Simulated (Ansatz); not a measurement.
Polymorphs of Sb₇S

Method: Ansatz 0.2.0, DFT PBE, scalar-relativistic, plane waves, PAW. Settings: cutoff 420 eV, Γ-centred meshes spaced at most about 0.3 Å⁻¹, and about 0.25 Å⁻¹ or finer for metals (2π included), Gaussian smearing. No spin polarisation.

Energies over the elements count from the elements' standard structures at the same level, with no fitted energy shifts.

All energies are static (0 K, no zero-point motion). Only the structures computed here compete, so a lower one can exist. The k mesh leaves some 4 meV/atom of noise in the energy of each metallic cell. These runs have no spin–orbit coupling, which can matter for Sb. The reference form of S is held partly by dispersion forces, which this level lacks.

Invented guesses were relaxed alike, and ends that match in structure were merged. ΔE counts from the first row. Coordination counts Sb atoms around S (those within 1.25 times the shortest such distance or 1.15 times the sum of covalent radii, 1.27 where that leaves under three; the shortest distance is added where it exceeds 1.18 times the sum of covalent radii). The ends were matched against large subsets of the Crystallography Open Database and the Materials Project, so a missing match doesn't prove that a structure is unreported.

```csv
#,reached from,type and space group,atoms,Å³/atom,coordination,ΔE (meV/atom),gap on mesh (eV),in databases
1,a cell proposed by chemical analogy,R-3m (No. 166),16,30.5,S 3,0,0.00,no match
2,a cell proposed by chemical analogy,Pm (No. 6),8,30.2,S 3,2,0.00,no match
3,a cell proposed by chemical analogy,Pm-3m (No. 221),8,28.9,S 6 from 3.1 Å,50,0.00,no match
```

The first two are tied within the noise. The first: Space group R-3m (No. 166), trigonal, a = 8.696 Å, c = 22.319 Å. Around Sb on a site of symmetry m lie 1 S at 2.71 Å, 2 Sb at 2.96 Å and 3 Sb at 3.31–3.37 Å; Sb on a second site of symmetry m has 3 Sb at 2.96 Å, 2 Sb at 3.31 Å and 1 S at 3.59 Å; around Sb on a site of symmetry 3m lie 3 Sb at 2.96 Å and 3 Sb at 3.37 Å; around S lie 3 Sb at 2.71 Å and 3 Sb at 3.59 Å. Its energy over the elements is +0.05 eV/atom. A positive value: parting into the elements would lower its energy. An observed structure of this formula, if there is one, may be missing.

```yaml
crystal:
  lattice:
    - [4.34814, 2.51040, 7.43957]
    - [-4.34814, 2.51040, 7.43957]
    - [0.00000, -5.02080, 7.43957]
  atoms:
    - { symbol: Sb, position: [0.62196, 0.11527, 0.11527] }
    - { symbol: Sb, position: [0.37944, 0.88414, 0.37944] }
    - { symbol: Sb, position: [0.11527, 0.11527, 0.62196] }
    - { symbol: Sb, position: [0.61657, 0.61657, 0.61657] }
    - { symbol: Sb, position: [0.88414, 0.37944, 0.37944] }
    - { symbol: Sb, position: [0.11527, 0.62196, 0.11527] }
    - { symbol: Sb, position: [0.37944, 0.37944, 0.88414] }
    - { symbol: Sb, position: [0.11585, 0.62055, 0.62055] }
    - { symbol: Sb, position: [0.88473, 0.88473, 0.37804] }
    - { symbol: Sb, position: [0.38344, 0.38344, 0.38344] }
    - { symbol: Sb, position: [0.62055, 0.11585, 0.62055] }
    - { symbol: Sb, position: [0.88473, 0.37804, 0.88473] }
    - { symbol: Sb, position: [0.62055, 0.62055, 0.11585] }
    - { symbol: Sb, position: [0.37804, 0.88473, 0.88473] }
    - { symbol: S, position: [0.90190, 0.90190, 0.90190] }
    - { symbol: S, position: [0.09810, 0.09810, 0.09810] }
```

The second: Space group Pm (No. 6), monoclinic, a = 4.619 Å, b = 4.346 Å, c = 12.070 Å, β = 93.1°. Sb on its first site is surrounded by 3 Sb at 2.93–2.98 Å and 2 Sb at 3.43 Å; Sb on its second site has 3 Sb at 2.93–2.98 Å and 3 Sb at 3.44–3.49 Å; around Sb on its third site lie 3 Sb at 2.93–2.96 Å and 3 Sb at 3.44–3.48 Å; S has 3 Sb at 2.65–2.71 Å; 4 more sites not described. Counting Sb atoms around S, the first and the second both have S 3. The first and the second both hold Sb–Sb nets. Cells relaxed within their symmetry can be saddle points.
